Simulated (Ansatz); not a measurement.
# Barriers and T(E) in Si/Y, part 4 of 5

Wanted: barrier heights, local density of states and T(E) for Si/Y. The semiconductor is Si diamond(111), undoped, with its far face capped by hydrogen, and the metal is Y hcp(0001), in direct contact. After relaxation the nearest pair at the metal is Y–Si at 2.90 Å, along the normal. The common net has a side of 3.868 Å, which strains the semiconductor by +0.0 % and the metal by +5.7 %, against typed lattice constants near PBE's. The first steps treat the bulk crystals alone.

Ansatz 0.2.0; PBE DFT, plane waves, PAW files (the session's first sound run).

So far. Step 4 (Relaxation): The largest force component on a free atom ends at 0.0019 eV/Å. At one or more of this run's solves the program warned of density in the dipole ramp over its bound, where dipole, forces and levels can be off. Step 5 (T(E) from the semiconductor into the metal, atomic …): The semiconductor's channels close between -0.25 and +0.40 eV. In the worse lead the potential repeats within 22 meV, which the program lets pass.

### 6. The contact's transmission, atomic planes in the barrier 10, gap between the electrodes 18.72 Å

Level of this step: PBE DFT, plane waves, PAW files; ballistic transmission by layer matching between semi-infinite leads (Ansatz).

System of this step: Si/Y. The cell holds 41 atoms: 28 Si, 12 Y and 1 H. Its edges and angles: a = 3.868 Å, b = 3.868 Å, c = 104.673 Å, α = 90.0°, β = 90.0°, γ = 120.0°. Regions: left electrode, 18 atoms (18 Si); barrier, 10 atoms (10 Si); right electrode, 12 atoms (12 Y). Vacuum lies along c.

More semiconductor under the metal, by copies of a relaxed pair of planes.

input.yaml reads:

```yaml
crystal:
  lattice:
    - [3.868, 0.0, 0.0]
    - [-1.934, 3.3497862618, 0.0]
    - [0.0, 0.0, 104.6725819765]
  atoms:
    - { symbol: Si, position: [0.0, 0.0, 0.1480808031] }
    - { symbol: Si, position: [0.33333333, 0.66666667, 0.1556234517] }
    - { symbol: Si, position: [0.33333333, 0.66666667, 0.1782513974] }
    - { symbol: Si, position: [0.66666667, 0.33333333, 0.185794046] }
    - { symbol: Si, position: [0.66666667, 0.33333333, 0.2084219918] }
    - { symbol: Si, position: [0.0, 0.0, 0.2159646404] }
    - { symbol: Si, position: [0.0, 0.0, 0.2385925861] }
    - { symbol: Si, position: [0.33333333, 0.66666667, 0.2461352347] }
    - { symbol: Si, position: [0.33333333, 0.66666667, 0.2687631805] }
    - { symbol: Si, position: [0.66666667, 0.33333333, 0.2763058291] }
    - { symbol: Si, position: [0.66666667, 0.33333333, 0.2989337748] }
    - { symbol: Si, position: [0.0, 0.0, 0.3064764234] }
    - { symbol: Si, position: [0.0, 0.0, 0.3291043692] }
    - { symbol: Si, position: [0.33333333, 0.66666667, 0.3366470178] }
    - { symbol: Si, position: [0.33333333, 0.66666667, 0.3592749636] }
    - { symbol: Si, position: [0.66666667, 0.33333333, 0.3668176121] }
    - { symbol: Si, position: [0.66666667, 0.33333333, 0.3894368566] }
    - { symbol: Si, position: [0.0, 0.0, 0.3969857056] }
    - { symbol: Si, position: [0.0, 0.0, 0.4196166388] }
    - { symbol: Si, position: [0.33333333, 0.66666667, 0.4271670237] }
    - { symbol: Si, position: [0.33333333, 0.66666667, 0.4498130272] }
    - { symbol: Si, position: [0.66666667, 0.33333333, 0.4573441535] }
    - { symbol: Si, position: [0.66666667, 0.33333333, 0.4800422305] }
    - { symbol: Si, position: [0.0, 0.0, 0.4875733568] }
    - { symbol: Si, position: [0.0, 0.0, 0.5102714339] }
    - { symbol: Si, position: [0.33333333, 0.66666667, 0.5178025602] }
    - { symbol: Si, position: [0.33333333, 0.66666667, 0.5405006372] }
    - { symbol: Si, position: [0.66666667, 0.33333333, 0.548152548] }
    - { symbol: "Y", position: [0.66666667, 0.33333333, 0.5758453133] }
    - { symbol: "Y", position: [0.33333333, 0.66666667, 0.6019337269] }
    - { symbol: "Y", position: [0.66666667, 0.33333333, 0.6283687457] }
    - { symbol: "Y", position: [0.33333333, 0.66666667, 0.6547999515] }
    - { symbol: "Y", position: [0.66666667, 0.33333333, 0.6812311572] }
    - { symbol: "Y", position: [0.33333333, 0.66666667, 0.7076623629] }
    - { symbol: "Y", position: [0.66666667, 0.33333333, 0.7340935686] }
    - { symbol: "Y", position: [0.33333333, 0.66666667, 0.7605247743] }
    - { symbol: "Y", position: [0.66666667, 0.33333333, 0.7869559801] }
    - { symbol: "Y", position: [0.33333333, 0.66666667, 0.8133871858] }
    - { symbol: "Y", position: [0.66666667, 0.33333333, 0.8398183915] }
    - { symbol: "Y", position: [0.33333333, 0.66666667, 0.8662495972] }
    - { symbol: H, position: [0.0, 0.0, 0.1337504028] }
kpoints:
  mp_grid: { grid: [8, 8, 1] }
scf:
  occupations: { method: fermi_dirac, width: 0.1 }
  max_iter: 150
hamiltonian:
  xc: pbe
efield:
  axis: 3
  dipole_correction: true
output:
  transmission:
    kmesh: [12, 12]
    e_range: [-2.5, 2.5]
    de: 0.05
    leads: [[7, 9], [34, 36]]
  dos: { projected: true, e_range: [-6, 5], de: 0.05 }
  write_potential: true
  write_density: true
  volumetric_format: npy
```

The run is started by

```
$ ansatz run input.yaml --threads 8 --pin off --max-ram 24576MiB --backend cpu --events-out ev --progress --plain --runs-dir out
```

Numbers of over 12 decimals in the logs are rounded to 6 here.

Log:

```text
[...]
Crystal: 41 atoms, lattice volume = 1356.240 Å³
Basis set: ecut = 420 eV, 26773 PW (Γ)
Bands: 164, of which v1, the nominal top of the filled ones, is band 123 counted from 1 (122 counted from 0)
Symmetry: 6 space group operations
[...]
k-points: 10 of 64 (time reversal used)
[...]
SCF iter   1: F=—  HF=-64001.274507 eV  |F-HF|=—  |Δ(HF+E_count)|=         —  Δρ=3.72e-3  dr2=1.91e2  ethr=1.77e-3  p=0.013 e·Å  D=1.73e-3 V/Å  ΔV_dip=-0.18 eV  dr2_dipole=2.23e2  V_vac-E_F(+/−)=3.02/3.20 eV  ⟨swp⟩=12.2  Hψ=9540  notcnv=0
[...]
SCF iter  16: F=-64000.832972 eV  HF=-64000.832972 eV  |F-HF|=5.14e-8  |Δ(HF+E_count)|=   3.03e-9  Δρ=1.36e-6  dr2=8.27e-8  ethr=4.08e-11  p=0.082 e·Å  D=1.10e-2 V/Å  ΔV_dip=-1.15 eV  dr2_dipole=2.69e-11  V_vac-E_F(+/−)=3.23/4.38 eV  ⟨swp⟩=15.5  Hψ=5941  notcnv=0
SCF 1 converged in 16 iterations: F = -64000.832972 eV  dr2 = 8.27e-8
[...]
transmission: 153 of 1520 steps passed
transmission: 305 of 1520 steps passed
[...]
transmission: 1520 of 1520 steps passed
[...]
SCF converged after 16 iterations
Free energy (F): -64000.832972 eV
[...]
Internal energy: -64000.029512 eV  (E = F + TS)
E sigma→0 (E₀):  -64000.431242 eV
Entropy (-TS):   -0.803459 eV (-19.597 meV/atom)
Fermi energy:    4.289506 eV
Dipole field:    D = 0.010995 V/Å  (p = 0.082406 e·Å, saw-weighted, corrected)
Work function:   Φ+ = 3.2291 eV   Φ− = 4.3799 eV
[...]
--- Band table (eV; the first three rows and the last of 10) ---
  k-point 0: bands = [... 119 lower, 5.2640, 5.3767, 5.4085, 5.5072, 5.5155, 5.5283, 5.5283, 5.5481, ... 37 higher]
  k-point 1: bands = [... 119 lower, 4.8548, 4.9692, 5.0072, 5.1195, 5.1604, 5.2386, 5.2630, 5.2843, ... 37 higher]
  k-point 2: bands = [... 119 lower, 4.3323, 4.3986, 4.4518, 4.5500, 4.5858, 4.6191, 4.6658, 4.6931, ... 37 higher]
  k-point 9: bands = [... 119 lower, 3.7811, 3.8614, 3.8949, 4.0045, 4.0500, 4.1761, 4.2359, 4.3740, ... 37 higher]
--- Transmission ---
  basis      : 121 plane waves across, 80 finite elements along
  points     : 19, standing for a mesh of 12 x 12
[...]
channels       : 0.000000e0 a spin
[...]
slowest decay  : 0.0729 /Å at (0.0000, 0.0000)
[...]
channels       : 1.458333e0 a spin
[...]
slowest decay  : 0.0657 /Å at (0.1667, 0.0833)
  junction   : crystal 0 to crystal 1, 36.03 to 74.76 Å
    transmission   : 0.000000e0 a spin
[...]
```

Wall time 3.7 min (8 threads of Arm Neoverse V2, shared host); peak memory 7.9 GiB.

This step gave:

```
free energy                      : -64000.8330 eV
Fermi energy                     : 4.290 eV
potential step in the lower lead : 15.2 meV
work function, upper face        : 3.229 eV
work function, lower face        : 4.380 eV
dipole moment                    : 0.08241 e·Å
dipole field                     : 0.01099 V/Å
```

One spin. Table of transmission, zone mean by energy, zero at the Fermi level:

energy (eV), transmission, zone mean and a bar:
```
    -2.50      0.312 ###############
    -2.35      0.358 ##################
    -2.25      0.400 ####################
    -2.10      0.399 ####################
    -1.95      0.461 #######################
    -1.80      0.470 #######################
    -1.70      0.579 ############################
    -1.60      0.613 ##############################
    -1.55      0.601 #############################
    -1.40      0.437 #####################
    -1.30      0.382 ###################
    -1.15      0.171 ########
    -1.00      0.130 ######
    -0.90      0.026 #
    -0.75      0.000 
    -0.60      0.000 
    -0.45      0.000 
    -0.35      0.000 
    -0.20      0.000 
    -0.05      0.000 
     0.00      0.000 
     0.05      0.000 
     0.20      0.000 
     0.35      0.000 
     0.45      0.000 
     0.60      0.000 
     0.75      0.001 
     0.90      0.003 
     1.00      0.006 
     1.15      0.057 ###
     1.30      0.146 #######
     1.40      0.204 ##########
     1.55      0.250 ############
     1.70      0.092 #####
     1.80      0.176 #########
     1.85      0.207 ##########
     1.95      0.098 #####
     2.10      0.152 #######
     2.25      0.136 #######
     2.35      0.218 ###########
     2.50      0.228 ###########
```

One spin. The open channels, zone mean by energy, zero at the Fermi level:

| energy (eV) | lower lead | upper lead |
| --- | --- | --- |
| -2.400 | 1.59 | 0.507 |
| -2.200 | 1.63 | 0.590 |
| -2.000 | 1.59 | 0.632 |
| -1.800 | 1.55 | 0.674 |
| -1.600 | 1.34 | 0.861 |
| -1.400 | 1.02 | 0.854 |
| -1.200 | 0.771 | 0.896 |
| -1.000 | 0.646 | 0.833 |
| -0.800 | 0.354 | 0.611 |
| -0.600 | 0.271 | 0.153 |
| -0.400 | 0.146 | 1.14 |
| -0.200 | 0 | 1.46 |
| 0.000 | 0 | 1.46 |
| 0.200 | 0 | 1.29 |
| 0.400 | 0.0417 | 0.444 |
| 0.600 | 0.208 | 0.528 |
| 0.800 | 0.333 | 0.694 |
| 1.000 | 0.583 | 0.792 |
| 1.200 | 0.833 | 1.20 |
| 1.400 | 1.03 | 1.22 |
| 1.600 | 1.36 | 1.29 |
| 1.800 | 1.99 | 1.23 |
| 2.000 | 2.11 | 1.15 |
| 2.200 | 2.28 | 1.03 |
| 2.400 | 1.99 | 1.08 |

Projected DOS an atom over height of the atomic layer and energy from the Fermi level. Layers: H Si Si Si Si Si Si Si Si Si Si Si Si Si Si Si Si Si Si Si Si Si Si Si Si Si Si Si Si Y Y Y Y Y Y Y Y Y Y Y Y; projections on atoms miss part of the total, and the computed bands can run out at the top of the range; a column is the mean of 3 neighbouring layers, the last of those left over.

Ten even steps from '_' (0.00 states/eV) to '@' (2.49 states/eV), each cell a mean:
```
__..............__--%%%%%%##
__............____::%%%%%%%%
__________________::++++++++
__________________--------==
__________________::****##@@
__________________::******%%
________________..--******==
________________..::++++++==
__..............::::--------
..::::::::::::::::::--------
..::::::::::::::::::::::::..
::::::::::::::::::::........
..::::::::::::::::::........
::------------::::::________
..::::::::::::::::..________
..::::::::::::::::..________
....::::::::::::..__________
::........__________________
____________________________
____________________________
____________________________
________________....________
```
Columns: height of the atomic layer (Å) from 15.3 to 89.3 (not evenly spaced); rows upwards: energy from the Fermi level (eV) from -6 to 1.75.

The semiconductor's channels close between -0.25 and +0.40 eV. In the worse lead the potential repeats within 15 meV, which the program lets pass.

### 7. The first cell with another functional, cutoff 500 eV

This step: r2SCAN DFT, plane waves, PAW files; ballistic transmission by layer matching between semi-infinite leads (Ansatz 0.2.0).

System of this step: Si/Y. The cell holds 37 atoms: 24 Si, 12 Y and 1 H. Its edges and angles: a = 3.868 Å, b = 3.868 Å, c = 98.344 Å, α = 90.0°, β = 90.0°, γ = 120.0°. Regions: left electrode, 18 atoms (18 Si); barrier, 6 atoms (6 Si); right electrode, 12 atoms (12 Y). Vacuum lies along c.

r2SCAN opens the gap somewhat, so the first cell is run again with it to see how the barriers share the change.

input.yaml reads:

```yaml
crystal:
  lattice:
    - [3.868, 0.0, 0.0]
    - [-1.934, 3.3497862618, 0.0]
    - [0.0, 0.0, 98.3442444515]
  atoms:
    - { symbol: Si, position: [0.0, 0.0, 0.1576096302] }
    - { symbol: Si, position: [0.33333333, 0.66666667, 0.1656376394] }
    - { symbol: Si, position: [0.33333333, 0.66666667, 0.1897216671] }
    - { symbol: Si, position: [0.66666667, 0.33333333, 0.1977496764] }
    - { symbol: Si, position: [0.66666667, 0.33333333, 0.2218337041] }
    - { symbol: Si, position: [0.0, 0.0, 0.2298617133] }
    - { symbol: Si, position: [0.0, 0.0, 0.253945741] }
    - { symbol: Si, position: [0.33333333, 0.66666667, 0.2619737503] }
    - { symbol: Si, position: [0.33333333, 0.66666667, 0.286057778] }
    - { symbol: Si, position: [0.66666667, 0.33333333, 0.2940857872] }
    - { symbol: Si, position: [0.66666667, 0.33333333, 0.3181698149] }
    - { symbol: Si, position: [0.0, 0.0, 0.3261978241] }
    - { symbol: Si, position: [0.0, 0.0, 0.3502818518] }
    - { symbol: Si, position: [0.33333333, 0.66666667, 0.3583098611] }
    - { symbol: Si, position: [0.33333333, 0.66666667, 0.3823938888] }
    - { symbol: Si, position: [0.66666667, 0.33333333, 0.390421898] }
    - { symbol: Si, position: [0.66666667, 0.33333333, 0.4144966645] }
    - { symbol: Si, position: [0.0, 0.0, 0.4225312731] }
    - { symbol: Si, position: [0.0, 0.0, 0.4466184806] }
    - { symbol: Si, position: [0.33333333, 0.66666667, 0.4546547238] }
    - { symbol: Si, position: [0.33333333, 0.66666667, 0.4787579713] }
    - { symbol: Si, position: [0.66666667, 0.33333333, 0.4867737168] }
    - { symbol: Si, position: [0.66666667, 0.33333333, 0.5109323887] }
    - { symbol: Si, position: [0.0, 0.0, 0.5190766911] }
    - { symbol: "Y", position: [0.0, 0.0, 0.5485514535] }
    - { symbol: "Y", position: [0.66666667, 0.33333333, 0.5763186261] }
    - { symbol: "Y", position: [0.0, 0.0, 0.6044547076] }
    - { symbol: "Y", position: [0.66666667, 0.33333333, 0.6325867306] }
    - { symbol: "Y", position: [0.0, 0.0, 0.6607187536] }
    - { symbol: "Y", position: [0.66666667, 0.33333333, 0.6888507766] }
    - { symbol: "Y", position: [0.0, 0.0, 0.7169827996] }
    - { symbol: "Y", position: [0.66666667, 0.33333333, 0.7451148226] }
    - { symbol: "Y", position: [0.0, 0.0, 0.7732468456] }
    - { symbol: "Y", position: [0.66666667, 0.33333333, 0.8013788687] }
    - { symbol: "Y", position: [0.0, 0.0, 0.8295108917] }
    - { symbol: "Y", position: [0.66666667, 0.33333333, 0.8576429147] }
    - { symbol: H, position: [0.0, 0.0, 0.1423570853] }
kpoints:
  mp_grid: { grid: [8, 8, 1] }
scf:
  occupations: { method: fermi_dirac, width: 0.1 }
  max_iter: 150
hamiltonian:
  xc: r2scan
efield:
  axis: 3
  dipole_correction: true
output:
  transmission:
    kmesh: [12, 12]
    e_range: [-2.5, 2.5]
    de: 0.05
    leads: [[7, 9], [30, 32]]
  dos: { projected: true, e_range: [-6, 5], de: 0.05 }
  write_potential: true
  write_density: true
  volumetric_format: npy
```

Log:

```text
[...]
Crystal: 37 atoms, lattice volume = 1274.244 Å³
Basis set: ecut = 500 eV, 32117 PW (Γ), exchange–correlation on 120×120×2880 points (64 copies of the dense FFT grid, shifted against one another)
Bands: 152, of which v1, the nominal top of the filled ones, is band 115 counted from 1 (114 counted from 0)
Symmetry: 6 space group operations
[...]
k-points: 10 of 64 (time reversal used)
[...]
SCF iter   1: F=—  HF=-61668.293260 eV  |F-HF|=—  |Δ(HF+E_count)|=         —  Δρ=4.86e-3  dr2=1.13e2  dr2_τ=1.77e-1  ethr=1.77e-3  p=0.013 e·Å  D=1.84e-3 V/Å  ΔV_dip=-0.18 eV  dr2_dipole=1.29e2  V_vac-E_F(+/−)=2.96/3.14 eV  ⟨swp⟩=13.3  Hψ=9437  notcnv=0
[...]
SCF iter  19: F=-61668.291644 eV  HF=-61668.291644 eV  |F-HF|=7.72e-8  |Δ(HF+E_count)|=   1.07e-8  Δρ=6.00e-7  dr2=7.13e-8  dr2_τ=1.10e-10  ethr=4.37e-11  p=0.092 e·Å  D=1.31e-2 V/Å  ΔV_dip=-1.29 eV  dr2_dipole=1.35e-8  V_vac-E_F(+/−)=3.23/4.51 eV  ⟨swp⟩=10.4  Hψ=4441  notcnv=0
SCF 1 converged in 19 iterations: F = -61668.291644 eV  dr2 = 7.13e-8
[...]
transmission: 128 of 1273 steps passed
transmission: 262 of 1273 steps passed
[...]
transmission: 1273 of 1273 steps passed
[...]
SCF converged after 19 iterations
Free energy (F): -61668.291644 eV
[...]
Internal energy: -61667.530869 eV  (E = F + TS)
E sigma→0 (E₀):  -61667.911257 eV
Entropy (-TS):   -0.760775 eV (-20.561 meV/atom)
Fermi energy:    4.128273 eV
Dipole field:    D = 0.013129 V/Å  (p = 0.092456 e·Å, saw-weighted, corrected)
Work function:   Φ+ = 3.2256 eV   Φ− = 4.5168 eV
[...]
--- Band table (eV; the first three rows and the last of 10) ---
  k-point 0: bands = [... 111 lower, 5.1300, 5.2127, 5.2744, 5.3534, 5.5675, 5.5675, 5.5864, 5.5941, ... 33 higher]
  k-point 1: bands = [... 111 lower, 4.7438, 4.8385, 4.9141, 4.9787, 5.1369, 5.2397, 5.2605, 5.2739, ... 33 higher]
  k-point 2: bands = [... 111 lower, 4.1851, 4.2688, 4.3111, 4.4544, 4.4790, 4.5184, 4.5701, 4.6112, ... 33 higher]
  k-point 9: bands = [... 111 lower, 3.6159, 3.6911, 3.7167, 3.8256, 3.8747, 4.0019, 4.0742, 4.2265, ... 33 higher]
--- Transmission ---
  basis      : 139 plane waves across, 67 finite elements along
  points     : 19, standing for a mesh of 12 x 12
[...]
channels       : 0.000000e0 a spin
[...]
slowest decay  : 0.0727 /Å at (0.0000, 0.0000)
[...]
channels       : 1.458333e0 a spin
[...]
slowest decay  : 0.0850 /Å at (0.1667, 0.0833)
  junction   : crystal 0 to crystal 1, 32.87 to 68.43 Å
    transmission   : 0.000000e0 a spin
[...]
```

It took 5.1 min on 8 threads; peak memory 11 GiB; 38 min of CPU time.

This step gave:

```yaml
free_energy: -61668.2916 eV
fermi_energy: 4.128 eV
potential_step_in_the_lower_lead: 23.8 meV
potential_step_in_the_upper_lead: 7.9 meV
work_function_upper_face: 3.226 eV
work_function_lower_face: 4.517 eV
dipole_moment: 0.09246 e·Å
dipole_field: 0.01313 V/Å
```

One spin. The transmission, zone mean by energy, zero at the Fermi level:

```csv
energy (eV),"transmission, zone mean"
-2.400,0.373
-2.200,0.377
-2.000,0.401
-1.800,0.549
-1.700,0.573
-1.600,0.529
-1.400,0.325
-1.200,0.148
-1.000,0.141
-0.800,0
-0.600,0
-0.400,0
-0.200,0
0.000,0
0.200,0
0.400,0
0.600,0
0.800,0
1.000,6.0e-5
1.200,0.0114
1.400,0.101
1.600,0.198
1.650,0.208
1.800,0.194
2.000,0.194
2.050,0.196
2.200,0.104
2.400,0.123
```

One spin. The open channels, zone mean by energy, zero at the Fermi level:

```
energy (eV)  lower lead  upper lead
     -2.400        1.72       0.590
     -2.200        1.55       0.632
     -2.000        1.51       0.632
     -1.800        1.30       0.840
     -1.600        1.30       0.854
     -1.400       0.938       0.854
     -1.200       0.604       0.854
     -1.000       0.562       0.833
     -0.800       0.312       0.569
     -0.600       0.271       0.292
     -0.400       0.146        1.15
     -0.200           0        1.46
      0.000           0        1.46
      0.200           0           1
      0.400           0       0.444
      0.600      0.0417       0.528
      0.800       0.208       0.528
      1.000       0.333       0.667
      1.200       0.583        1.08
      1.400        0.75        1.40
      1.600       0.986        1.22
      1.800        1.36        1.27
      2.000        1.65        1.15
      2.200        2.03        1.10
      2.400        2.15        1.19
```

(Part 4 of 5 ends here.)

[Logs are printed without paths, hosts, clocks, repeated set-up lines and the standing remarks that a program may print on its own settings, such as how far it seeks lower states.]

[Hosts, paths, dates, database ids (printed as entryN), source tags and the programs' standing remarks are cut or masked in the printed files.]
